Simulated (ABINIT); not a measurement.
Runs of ABINIT 10.8.3 (patched build) on MnO. The structure is cubic, space group Fm-3m (No. 225). The conventional cell has a = 4.448 Å, b = 4.448 Å, c = 4.448 Å, α = 90.00°, β = 90.00°, γ = 90.00°. Around Mn (site symmetry m-3m) lie 6 O at 2.22 Å. Around O (site symmetry m-3m) lie 6 Mn at 2.22 Å. The cell is a database's computed one.

```tsv
task	level	potentials or basis	U	cell	k mesh	cutoff (eV)	bands in the sums	broadening (eV)	scissor shift (eV)	tensor components	cell freedom (optcell)	mesh quality	gap on the mesh (eV)	pressure (GPa)	moment (μB)	relaxed volume (Å³/atom)
optical spectrum	WC	PseudoDojo NC SR PBEsol v0.4.1 standard	-	as given	6 × 6 × 6, with 4 shifts	1143	18	0.15	0	[11]	-	not flagged	-	-6.8	4.84	-
relaxation of cell and atoms	LDA	PseudoDojo NC SR LDA v0.4.1 standard	-	relaxed	8 × 8 × 8	1306	-	-	-	-	2	not flagged	none	0.0	3.99	9.31
Hubbard U by linear response	PW91+U	JTH PAW PBE v2.0	Mn d U = 0 eV	as given	5 × 5 × 5	707	-	-	-	-	-	coarse	none	1.1	4.86	-
Hund's J by linear response	LDA+U	JTH PAW LDA v2.0	Mn d U = 4 eV	as given	5 × 5 × 5	707	-	-	-	-	-	coarse	0.25	-5.3	5.00	-
optical spectrum	LDA	PseudoDojo NC SR LDA v0.4.1 standard	-	as given	6 × 6 × 6, with 4 shifts	1252	16	0.2	0	[11]	-	not flagged	-	-17.2	(c)	-
relaxation of cell and atoms	LDA	JTH PAW LDA v2.0	-	relaxed	8 × 8 × 8	707	-	-	-	-	2	not flagged	none	0.0	3.93	9.33
single point	PBEsol	PseudoDojo NC SR PBEsol v0.4.1 standard	-	as given	8 × 8 × 8	1143	-	-	-	-	-	not flagged	none	-8.4	(a)	-
Hund's J by linear response	LDA-PZ+U	JTH PAW LDA v2.0	Mn d U = 2 eV	as given	5 × 5 × 5	707	-	-	-	-	-	coarse	none	(b)	4.92	-
```

Alike in all rows: spin collinear, ferromagnetic start; smearing fermi-dirac 0.05 eV.

Question: Estimate the missing entries.

Answer: (a) 4.81; (b) -8.6; (c) 4.59.

Caveats: some runs use coarse meshes; a cell with one magnetic atom can't hold antiferromagnetic order, which such compounds often take; semilocal functionals often make such compounds metallic where correlation or magnetic order opens a gap, which also shifts bond lengths (some runs); the shifted atom has its images in every cell, so this scalar value isn't converged in cell size and belongs to these projectors alone (some runs); the intraband (Drude) term is left out (some runs); spectra need much finer meshes, so this one isn't converged (some runs); the volume moved by over 15 % at a fixed basis, so the end points are rough (some runs); the potentials were made for another functional, which shifts forces and pressure (some runs).

A k mesh can miss the band edges.

A gap of «none» marks a metal or a gap under the smearing width.

Not every run made on this cell is shown here.
